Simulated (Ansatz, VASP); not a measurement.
# Al36N35 (V_N): VASP beside Ansatz

Aim: how closely do two programs agree when they are given the same cell, functional and k mesh? Of the first pair: The structure shown is the start of the Ansatz relaxation below; VASP solves that cell, so the two are compared at the walk's first step.

Program: Ansatz 0.2.0. Level of theory: plane waves, with VASP 6.6.1 beside it; single point at r2SCAN. Results are calculated unless marked as measured.

### 1. The starting structure

The cell holds 71 atoms: 36 Al and 35 N. Cell: a = 9.320 Å, b = 9.320 Å, c = 9.956 Å, α = 90.0°, β = 90.0°, γ = 120.0°. It derives from AlN (AlN (P6_3mc)). Nearest the centre at fractional (0.556, 0.444, 0.440): Al14 at 1.87 Å, Al18 at 1.89 Å, Al30 at 1.92 Å, Al17 at 1.93 Å, N65 at 3.03 Å, N55 at 3.04 Å, N67 at 3.05 Å, Al19 at 3.07 Å. The cell carries charge +2.

Structure file:

```
Al N
1.0
     9.31957    0.00000    0.00000
    -4.65978    8.07098    0.00000
     0.00000    0.00000    9.95648
Al N
36 35
Direct
  0.22693 0.11468 0.24654
  0.11379 0.21875 0.49907
  0.21804 0.10683 0.74652
  0.10625 0.22148 0.00228
  0.22037 0.44425 0.24486
  0.11274 0.56146 0.49871
  0.22825 0.44665 0.75050
  0.11183 0.56119 0.99889
  0.22527 0.78091 0.25371
  0.10998 0.89325 0.50138
  0.22453 0.77457 0.74736
  0.10996 0.89282 0.99704
  0.55369 0.11072 0.24484
  0.44065 0.22457 0.49969
  0.55015 0.10682 0.75156
  0.43901 0.22204 0.99915
  0.56084 0.44630 0.24709
  0.44114 0.55123 0.50304
  0.55046 0.44473 0.74855
  0.44288 0.54985 0.99807
  0.55508 0.77221 0.25006
  0.44915 0.89397 0.49756
  0.55693 0.77326 0.75007
  0.44936 0.88985 0.00231
  0.88722 0.11543 0.24990
  0.77339 0.21654 0.49823
  0.88732 0.10589 0.74708
  0.77903 0.22597 0.00356
  0.89263 0.44480 0.24586
  0.78058 0.55790 0.50399
  0.89426 0.44973 0.75015
  0.77842 0.56102 0.00093
  0.88859 0.77445 0.24556
  0.78263 0.89457 0.50030
  0.89009 0.78225 0.75294
  0.77828 0.89092 0.99488
  0.22626 0.11044 0.44326
  0.10544 0.21882 0.19235
  0.22642 0.10990 0.94241
  0.11499 0.22759 0.69264
  0.21941 0.44662 0.44337
  0.10886 0.55362 0.18578
  0.22456 0.44165 0.94320
  0.11438 0.56109 0.69260
  0.21891 0.77774 0.43643
  0.11095 0.88799 0.18544
  0.22429 0.78242 0.94371
  0.10553 0.88842 0.69059
  0.55759 0.10828 0.44348
  0.44327 0.21849 0.18644
  0.55202 0.11368 0.94112
  0.44190 0.21985 0.69486
  0.44750 0.56132 0.18857
  0.55261 0.44321 0.94481
  0.44084 0.55024 0.68798
  0.55304 0.77515 0.43599
  0.44946 0.89437 0.18943
  0.55455 0.78059 0.93654
  0.44907 0.89260 0.68732
  0.89388 0.11390 0.43744
  0.78026 0.21855 0.19014
  0.89336 0.11179 0.93724
  0.78284 0.22634 0.69289
  0.89048 0.44878 0.43685
  0.77296 0.55049 0.19234
  0.88984 0.44947 0.93786
  0.77575 0.55932 0.68881
  0.89041 0.77855 0.43553
  0.77195 0.88456 0.19145
  0.88627 0.77260 0.93764
  0.77686 0.88325 0.68934
```

### 2. Ansatz: relaxation, r2SCAN

Ansatz runs on its PAW soft_1 files.

The two programs are compared at the cell with which this relaxation starts, whose forces are those of its first step.

File input.yaml:

```yaml
crystal:
  lattice:
    - [9.31956554, 9.0e-08, 0.0]
    - [-4.65978284, 8.07098046, 0.0]
    - [0.0, 0.0, 9.95647772]
  atoms:
    - { symbol: Al, position: [0.22222222, 0.11111111, 0.24960167] }
    - { symbol: Al, position: [0.11111111, 0.22222222, 0.49960167] }
    - { symbol: "N", position: [0.22222222, 0.11111111, 0.44039833] }
    - { symbol: "N", position: [0.11111111, 0.22222222, 0.19039833] }
    - { symbol: Al, position: [0.22222222, 0.11111111, 0.74960167] }
    - { symbol: Al, position: [0.11111111, 0.22222222, 0.99960167] }
    - { symbol: "N", position: [0.22222222, 0.11111111, 0.94039833] }
    - { symbol: "N", position: [0.11111111, 0.22222222, 0.69039833] }
    - { symbol: Al, position: [0.22222222, 0.44444444, 0.24960167] }
    - { symbol: Al, position: [0.11111111, 0.55555556, 0.49960167] }
    - { symbol: "N", position: [0.22222222, 0.44444444, 0.44039833] }
    - { symbol: "N", position: [0.11111111, 0.55555556, 0.19039833] }
    - { symbol: Al, position: [0.22222222, 0.44444444, 0.74960167] }
    - { symbol: Al, position: [0.11111111, 0.55555556, 0.99960167] }
    - { symbol: "N", position: [0.22222222, 0.44444444, 0.94039833] }
    - { symbol: "N", position: [0.11111111, 0.55555556, 0.69039833] }
    - { symbol: Al, position: [0.22222222, 0.77777778, 0.24960167] }
    - { symbol: Al, position: [0.11111111, 0.88888889, 0.49960167] }
    - { symbol: "N", position: [0.22222222, 0.77777778, 0.44039833] }
    - { symbol: "N", position: [0.11111111, 0.88888889, 0.19039833] }
    - { symbol: Al, position: [0.22222222, 0.77777778, 0.74960167] }
    - { symbol: Al, position: [0.11111111, 0.88888889, 0.99960167] }
    - { symbol: "N", position: [0.22222222, 0.77777778, 0.94039833] }
    - { symbol: "N", position: [0.11111111, 0.88888889, 0.69039833] }
    - { symbol: Al, position: [0.55555556, 0.11111111, 0.24960167] }
    - { symbol: Al, position: [0.44444444, 0.22222222, 0.49960167] }
    - { symbol: "N", position: [0.55555556, 0.11111111, 0.44039833] }
    - { symbol: "N", position: [0.44444444, 0.22222222, 0.19039833] }
    - { symbol: Al, position: [0.55555556, 0.11111111, 0.74960167] }
    - { symbol: Al, position: [0.44444444, 0.22222222, 0.99960167] }
    - { symbol: "N", position: [0.55555556, 0.11111111, 0.94039833] }
    - { symbol: "N", position: [0.44444444, 0.22222222, 0.69039833] }
    - { symbol: Al, position: [0.55555556, 0.44444444, 0.24960167] }
    - { symbol: Al, position: [0.44444444, 0.55555556, 0.49960167] }
    - { symbol: "N", position: [0.44444444, 0.55555556, 0.19039833] }
    - { symbol: Al, position: [0.55555556, 0.44444444, 0.74960167] }
    - { symbol: Al, position: [0.44444444, 0.55555556, 0.99960167] }
    - { symbol: "N", position: [0.55555556, 0.44444444, 0.94039833] }
    - { symbol: "N", position: [0.44444444, 0.55555556, 0.69039833] }
    - { symbol: Al, position: [0.55555556, 0.77777778, 0.24960167] }
    - { symbol: Al, position: [0.44444444, 0.88888889, 0.49960167] }
    - { symbol: "N", position: [0.55555556, 0.77777778, 0.44039833] }
    - { symbol: "N", position: [0.44444444, 0.88888889, 0.19039833] }
    - { symbol: Al, position: [0.55555556, 0.77777778, 0.74960167] }
    - { symbol: Al, position: [0.44444444, 0.88888889, 0.99960167] }
    - { symbol: "N", position: [0.55555556, 0.77777778, 0.94039833] }
    - { symbol: "N", position: [0.44444444, 0.88888889, 0.69039833] }
    - { symbol: Al, position: [0.88888889, 0.11111111, 0.24960167] }
    - { symbol: Al, position: [0.77777778, 0.22222222, 0.49960167] }
    - { symbol: "N", position: [0.88888889, 0.11111111, 0.44039833] }
    - { symbol: "N", position: [0.77777778, 0.22222222, 0.19039833] }
    - { symbol: Al, position: [0.88888889, 0.11111111, 0.74960167] }
    - { symbol: Al, position: [0.77777778, 0.22222222, 0.99960167] }
    - { symbol: "N", position: [0.88888889, 0.11111111, 0.94039833] }
    - { symbol: "N", position: [0.77777778, 0.22222222, 0.69039833] }
    - { symbol: Al, position: [0.88888889, 0.44444444, 0.24960167] }
    - { symbol: Al, position: [0.77777778, 0.55555556, 0.49960167] }
    - { symbol: "N", position: [0.88888889, 0.44444444, 0.44039833] }
    - { symbol: "N", position: [0.77777778, 0.55555556, 0.19039833] }
    - { symbol: Al, position: [0.88888889, 0.44444444, 0.74960167] }
    - { symbol: Al, position: [0.77777778, 0.55555556, 0.99960167] }
    - { symbol: "N", position: [0.88888889, 0.44444444, 0.94039833] }
    - { symbol: "N", position: [0.77777778, 0.55555556, 0.69039833] }
    - { symbol: Al, position: [0.88888889, 0.77777778, 0.24960167] }
    - { symbol: Al, position: [0.77777778, 0.88888889, 0.49960167] }
    - { symbol: "N", position: [0.88888889, 0.77777778, 0.44039833] }
    - { symbol: "N", position: [0.77777778, 0.88888889, 0.19039833] }
    - { symbol: Al, position: [0.88888889, 0.77777778, 0.74960167] }
    - { symbol: Al, position: [0.77777778, 0.88888889, 0.99960167] }
    - { symbol: "N", position: [0.88888889, 0.77777778, 0.94039833] }
    - { symbol: "N", position: [0.77777778, 0.88888889, 0.69039833] }
  host:
    repeats: [3, 3, 2]
    atoms:
      - { symbol: Al, position: [0.66666667, 0.33333333, 0.49920333] }
      - { symbol: Al, position: [0.33333333, 0.66666667, 0.99920333] }
      - { symbol: "N", position: [0.66666667, 0.33333333, 0.88079667] }
      - { symbol: "N", position: [0.33333333, 0.66666667, 0.38079667] }
total_charge: 2
basis:
  ecutwfc: 500
  xc_grid: 2
hamiltonian:
  xc: r2scan
  pseudopotentials: { kind: paw, azcp: { folder: soft_1 } }
kpoints:
  mp_grid: { grid: [1, 1, 1], shift: [0.25, 0.25, 0.25] }
magnetization:
  spin_polarized: true
  initial_magnetization: 1
  spin_locking: { lock_magnetization: hard }
scf:
  occupations: { method: fixed }
  max_iter: 60
output:
  forces: true
  charged_corrections:
    epsilon: [4.49, 4.49, 4.72]
    static_epsilon: [8.15, 8.15, 9.65]
    defect_position: [0.555556, 0.444444, 0.440398]
relax:
  f_tol: 0.02
  max_steps: 80
  random_displacement: { amplitude: 0.05, seed: 6719 }
checkpoint:
  write: "../qp2_M1.relax.run"
  compress: false
  write_wavefunctions: true
  write_every: 100000
```

Run with:

```
> ansatz run input.yaml --threads 4 --pin off --max-ram 7536MiB --backend cpu --events-out ev --progress --plain --runs-dir out
```

Numbers of over 12 decimals in the logs are rounded to 6 here.

Log:

```text
Warning: This run holds its total moment fixed (magnetization.spin_locking.lock_magnetization: hard) and mixes its density by anderson or broyden (scf.mixing.algorithm, typed or taken by auto). Slabs with a fixed moment have converged under broyden above another state at the same moment, at the default mixing steps and at smaller ones, and under scf.lower_state_search: standard, light or off a state that such a mixer [...]
Engine: ansatz 0.2.0, x86_64-unknown-linux-gnu
Pseudopotentials: kind: paw
Pseudopotential: Al, paw, valence charge 3, recommended cutoff 500 eV (meta_gga), soft_1/Al.paw.azcp
Pseudopotential: N, paw, valence charge 5, recommended cutoff 500 eV (meta_gga), soft_1/N.paw.azcp
Functional definition: r2SCAN
  parameter k0 = 0.174
  parameter k1 = 0.065
  parameter a1 = 4.9479
  exchange = r2scan_x(k0 = k0, k1 = k1, a1 = a1)
  correlation = r2scan_c
Crystal: 71 atoms, lattice volume = 748.907 Å³
Basis set: ecut = 500 eV, 18913 PW (Γ), exchange–correlation on 144×144×150 points (8 copies of the dense FFT grid, shifted against one another)
Bands: 212, of which v1, the nominal top of the filled ones, is band 141 counted from 1 (140 counted from 0)
Symmetry: 1 space group operations
k-points: 1
Non-local potential: Al, projectors of the file, l = 0: 2, l = 1: 2, l = 2: 1
Non-local potential: N, projectors of the file, l = 0: 2, l = 1: 2, l = 2: 1
PAW form: soft (Blöchl's): semilocal exchange-correlation on the pseudo side does not see the compensation charge
PAW frozen core: Al, regenerated for the run's functional (the file was generated under x = pbe(κ = 0.804, μ = 0.219515), c = pbe(β = 0.066725))
PAW frozen core: N, regenerated for the run's functional (the file was generated under x = pbe(κ = 0.804, μ = 0.219515), c = pbe(β = 0.066725))
PAW one-centre angular grid: Al, 302 points (default); XC on 160 Gauss nodes
PAW one-centre angular grid: N, 302 points (default); XC on 160 Gauss nodes
Initial density: superposition of atomic densities (chi_scale 0.1, normalization cell, long waves kept (reshape's long-wave potential 0.20 eV rms))
Starting moments: Σ|m| = 1 μB on 71 of 71 sites
Initial wavefunctions: pseudopotential atomic-orbital guess
Functional: x = r2scan, c = r2scan; τ floored in thin density (d = 2e-4 eV/Å³)
SCF iter   1: F=—  HF=-33093.885744 eV  |F-HF|=—  |Δ(HF+E_count)|=         —  Δρ=7.12e-2 (↑7.04e-2 ↓7.12e-2)  dr2=1.91e2  dr2_τ=5.06e0  dr2_m=6.26e-2  M=1.000 μB ∫|m|=1.011 μB  β_m=1.20  ethr=3.10e-3  ⟨swp⟩=4.0  Hψ=1326  notcnv=0  defer=136
preconditioner: auto → Resta (q_TF=auto, 2.317 Å⁻¹)  ε∞=3.3  [insulator: Δε(μ)=2.334 eV  Ē_g=15.147 eV  n_scr=144 (ndim 8)  ℏωp=22.7 eV  f_vac=0.000  ε∞_Penn≈3.3]
spin=Collinear: Resta preconditioning applied to the charge; magnetization (m = ρ↑ − ρ↓) channel mixes plain (no charge-response kernel on spin).
SCF iter   2: F=—  HF=-33054.903183 eV  |F-HF|=—  |Δ(HF+E_count)|=    3.90e1  Δρ=3.56e-2 (↑3.56e-2 ↓3.53e-2)  dr2=4.94e1  dr2_τ=4.31e-1  dr2_m=1.78e-3  M=1.000 μB ∫|m|=1.077 μB  β_m=1.20  ethr=3.10e-3  ⟨swp⟩=3.0  Hψ=735  notcnv=0  defer=137  κ⁻¹=1.0e0(r=1)
SCF iter   3: F=—  HF=-33049.324131 eV  |F-HF|=—  |Δ(HF+E_count)|=    5.58e0  Δρ=1.77e-2 (↑1.77e-2 ↓1.77e-2)  dr2=5.76e0  dr2_τ=6.15e-2  dr2_m=1.75e-3  M=1.000 μB ∫|m|=1.125 μB  β_m=1.20  ethr=3.10e-3  ⟨swp⟩=3.0  Hψ=660  notcnv=0  defer=136  κ⁻¹=5.8e-2(r=2)
SCF iter   4: F=—  HF=-33049.902435 eV  |F-HF|=—  |Δ(HF+E_count)|=   5.78e-1  Δρ=1.21e-2 (↑1.19e-2 ↓1.21e-2)  dr2=2.24e0  dr2_τ=3.12e-2  dr2_m=2.32e-3  M=1.000 μB ∫|m|=1.146 μB  β_m=1.20  ethr=2.05e-3  ⟨swp⟩=2.0  Hψ=446  notcnv=0  defer=137  κ⁻¹=5.5e-3(r=3)
SCF iter   5: F=—  HF=-33050.209690 eV  |F-HF|=—  |Δ(HF+E_count)|=   3.07e-1  Δρ=4.53e-3 (↑1.86e-3 ↓4.53e-3)  dr2=8.06e-1  dr2_τ=2.24e-3  dr2_m=2.00e-2  M=1.000 μB ∫|m|=1.252 μB  β_m=1.20  ethr=7.96e-4  ⟨swp⟩=2.5  Hψ=510  notcnv=0  defer=136  κ⁻¹=3.3e-4(r=4)
SCF iter   6: F=—  HF=-33050.117607 eV  |F-HF|=—  |Δ(HF+E_count)|=   9.21e-2  Δρ=4.75e-3 (↑1.87e-3 ↓4.75e-3)  dr2=7.47e-1  dr2_τ=3.64e-3  dr2_m=2.99e-2  M=1.000 μB ∫|m|=1.300 μB  β_m=1.20  ethr=2.87e-4  ⟨swp⟩=2.5  Hψ=581  notcnv=0  defer=139  κ⁻¹=7.6e-5(r=5)
SCF iter   7: F=—  HF=-33050.119265 eV  |F-HF|=—  |Δ(HF+E_count)|=   1.66e-3  Δρ=4.91e-3 (↑1.86e-3 ↓4.91e-3)  dr2=7.95e-1  dr2_τ=3.82e-3  dr2_m=3.23e-2  M=1.000 μB ∫|m|=1.302 μB  β_m=1.20  ethr=2.66e-4  ⟨swp⟩=1.0  Hψ=365  notcnv=0  defer=136  κ⁻¹=3.7e-6(r=6)
[...]
k-point 0 ↓: bands = [... 137 lower, 6.4191, 6.4831, 6.5713, 8.8695, 11.7556, 11.9209, 12.0029, 12.6736, ... 67 higher]
--- Relaxed structure (9 steps of the walk, 9 accepted, 0 SCFs on fresh bases) ---
  F+E_penalty+E_count = -33053.57666256 eV   max|allowed force component| = 4.057e-3 eV/Å
  atoms:
    - { symbol: Al, position: [0.220792, 0.110984, 0.248240] }
    - { symbol: Al, position: [0.109797, 0.221751, 0.500507] }
    - { symbol: N, position: [0.222563, 0.112464, 0.439585] }
    - { symbol: N, position: [0.111559, 0.222501, 0.190295] }
    - { symbol: Al, position: [0.219328, 0.110349, 0.750862] }
    - { symbol: Al, position: [0.110382, 0.222204, 0.999702] }
    - { symbol: N, position: [0.221263, 0.111030, 0.940096] }
    - { symbol: N, position: [0.111221, 0.222324, 0.689994] }
    - { symbol: Al, position: [0.220843, 0.443719, 0.248128] }
    - { symbol: Al, position: [0.111668, 0.556549, 0.499512] }
    - { symbol: N, position: [0.222575, 0.444053, 0.439503] }
    - { symbol: N, position: [0.111366, 0.555668, 0.190654] }
    - { symbol: Al, position: [0.219380, 0.442910, 0.750863] }
    - { symbol: Al, position: [0.111524, 0.556500, 0.999850] }
    - { symbol: N, position: [0.221268, 0.444693, 0.940055] }
    - { symbol: N, position: [0.111406, 0.555692, 0.689168] }
    - { symbol: Al, position: [0.222420, 0.778143, 0.248747] }
    - { symbol: Al, position: [0.111513, 0.889032, 0.499369] }
    - { symbol: N, position: [0.222236, 0.778323, 0.440019] }
    - { symbol: N, position: [0.111379, 0.889193, 0.190661] }
    - { symbol: Al, position: [0.222402, 0.778169, 0.750034] }
    - { symbol: Al, position: [0.111533, 0.889033, 0.999884] }
    - { symbol: N, position: [0.222209, 0.778359, 0.940274] }
    - { symbol: N, position: [0.111411, 0.889145, 0.689111] }
    - { symbol: Al, position: [0.556795, 0.111041, 0.248169] }
    - { symbol: Al, position: [0.433479, 0.200549, 0.506633] }
    - { symbol: N, position: [0.556344, 0.112722, 0.439481] }
    - { symbol: N, position: [0.443564, 0.220231, 0.189792] }
    - { symbol: Al, position: [0.557573, 0.110458, 0.750823] }
    - { symbol: Al, position: [0.441902, 0.217409, 0.996215] }
    - { symbol: N, position: [0.555772, 0.111095, 0.940049] }
    - { symbol: N, position: [0.445164, 0.223461, 0.691291] }
    - { symbol: Al, position: [0.555736, 0.444843, 0.209176] }
    - { symbol: Al, position: [0.433840, 0.566749, 0.506708] }
    - { symbol: N, position: [0.443617, 0.556904, 0.189590] }
    - { symbol: Al, position: [0.555711, 0.444852, 0.752438] }
    - { symbol: Al, position: [0.441968, 0.558589, 0.996133] }
    - { symbol: N, position: [0.555545, 0.445019, 0.945888] }
    - { symbol: N, position: [0.445250, 0.555350, 0.691453] }
    - { symbol: Al, position: [0.556830, 0.779707, 0.248120] }
    - { symbol: Al, position: [0.444015, 0.888885, 0.499512] }
    - { symbol: N, position: [0.556502, 0.777996, 0.439488] }
    - { symbol: N, position: [0.444900, 0.889188, 0.190659] }
    - { symbol: Al, position: [0.557662, 0.781205, 0.750876] }
    - { symbol: Al, position: [0.444064, 0.889052, 0.999852] }
    - { symbol: N, position: [0.555885, 0.779304, 0.940084] }
    - { symbol: N, position: [0.444863, 0.889171, 0.689171] }
[...]
- { symbol: N, position: [0.888912, 0.111643, 0.439816] }
[...]
- { symbol: Al, position: [0.889529, 0.443771, 0.248166] }
    - { symbol: Al, position: [0.799948, 0.567044, 0.506614] }
    - { symbol: N, position: [0.887826, 0.444209, 0.439475] }
    - { symbol: N, position: [0.780341, 0.557023, 0.189798] }
    - { symbol: Al, position: [0.890118, 0.442982, 0.750828] }
    - { symbol: Al, position: [0.783162, 0.558660, 0.996216] }
    - { symbol: N, position: [0.889465, 0.444773, 0.940059] }
    - { symbol: N, position: [0.777111, 0.555377, 0.691307] }
    - { symbol: Al, position: [0.889587, 0.779770, 0.248241] }
    - { symbol: Al, position: [0.778807, 0.890762, 0.500505] }
    - { symbol: N, position: [0.888093, 0.777992, 0.439593] }
    - { symbol: N, position: [0.778069, 0.888995, 0.190316] }
    - { symbol: Al, position: [0.890207, 0.781227, 0.750853] }
    - { symbol: Al, position: [0.778373, 0.890186, 0.999705] }
    - { symbol: N, position: [0.889541, 0.779299, 0.940103] }
    - { symbol: N, position: [0.778226, 0.889345, 0.690004] }
```

The column dr2 measures how far the density is from self-consistency, as an energy; F and HF (Harris–Foulkes) agree once it is small.

(Part 1 of 3 ends here.)

[Lines on the potential files, build, host, timing and source positions are cut from VASP's logs without a mark.]

[Logs are printed without paths, hosts, clocks, repeated set-up lines and the standing remarks that a program may print on its own settings, such as how far it seeks lower states.]

[Hosts, paths, dates, database ids (printed as entryN), source tags and the programs' standing remarks are cut or masked in the printed files.]
